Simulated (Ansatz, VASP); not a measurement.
One calculation of PtS2, two programs

The input INCAR:

```
ALGO     = Normal         # electronic algorithm
EDIFF    = 1E-6           # SCF threshold, eV
ENCUT    = 520            # plane-wave cutoff, eV
GGA      = PE             # functional
ISIF     = 2              # what is computed and relaxed
ISMEAR   = -1             # smearing method
LASPH    = T              # aspherical terms in the spheres
LCHARG   = F              # write CHGCAR
LREAL    = F              # projectors in reciprocal space
LWAVE    = F              # write WAVECAR
NBANDS   = 18             # bands
NELM     = 60             # most SCF steps
PREC     = Accurate       # precision mode
SIGMA    = 0.05           # smearing width, eV
```

KPOINTS

```
k-points
0
Gamma
  7 7 5
```

POSCAR

```
PtS2
1.0
    3.5077680000      0.0000000000      0.0000000000
   -1.7538840000      3.0378161986      0.0000000000
    0.0000000000      0.0000000000      5.0388000000
Pt S
1 2
Direct
    0.0000000000      0.0000000000      0.0000000000
    0.6666666667      0.3333333333      0.7730000000
    0.3333333333      0.6666666667      0.2270000000
```

The input input.yaml:

```yaml
crystal:
  lattice:
    - [3.507768, 0.0, 0.0]
    - [-1.753884, 3.0378161986, 0.0]
    - [0.0, 0.0, 5.0388]
  atoms:
    - { symbol: Pt, position: [0.0, 0.0, 0.0] }
    - { symbol: S, position: [0.6666666667, 0.3333333333, 0.773] }
    - { symbol: S, position: [0.3333333333, 0.6666666667, 0.227] }
hamiltonian:
  xc: pbe
  pseudopotentials: { kind: paw }
kpoints:
  mp_grid: { grid: [7, 7, 5] }
scf:
  occupations: { method: fermi_dirac, width: 0.05 }
output:
  forces: true
  stress: true
  eigenvalues: true
```

Alike in both runs: task single point; functional PBE; k mesh 7 × 7 × 5; occupations fermi-dirac, width 0.05 eV; no spin polarisation.

|  | VASP | Ansatz |
| --- | --- | --- |
| version | VASP 6.6.1 | Ansatz 0.2.0 |
| potentials or method | VASP PAW PBE potentials, release 64 (Pt, S) | Ansatz PAW |
| plane-wave cutoff (eV) | 520 | 420 |
| valence electrons in the cell | 22 | 30 |

VASP gave:

| Quantity | Value |
| --- | --- |
| gap on the k mesh at the Fermi level (eV) | 0.95 |
| least direct gap on the mesh (eV) | 1.24 |
| pressure (GPa) | 15.3 |
| largest component of the traceless stress (GPa) | 2.50 |
| rms of the force components (eV/Å) | 0.725 |

What did Ansatz give for the same quantities?

gap on the k mesh at the Fermi level (eV): 0.93; least direct gap on the mesh (eV): 1.23; pressure (GPa): 15.9; largest component of the traceless stress (GPa): 2.69; rms of the force components (eV/Å): 0.747.

Atom by atom the forces differ by 0.022 eV/Å (rms over components). With one functional, cell and mesh, what is left measures potentials, basis and numerics. The two sets of potentials don't hold the same shells in valence.

Caveats: spin-orbit coupling is left out, which moves the levels of the heavy elements; forces of over 1 eV/Å show positions far from the minimum, so gaps and moduli don't describe the material at rest; so large a pressure means that the cell lies far from this level's equilibrium, or that cutoff or potentials fall short (VASP); an odd mesh through Γ misses points on the zone boundary, where band edges often lie (VASP); odd divisions of the mesh miss points on the zone boundary, where band edges often lie, so the gap on the mesh can be too wide (Ansatz).
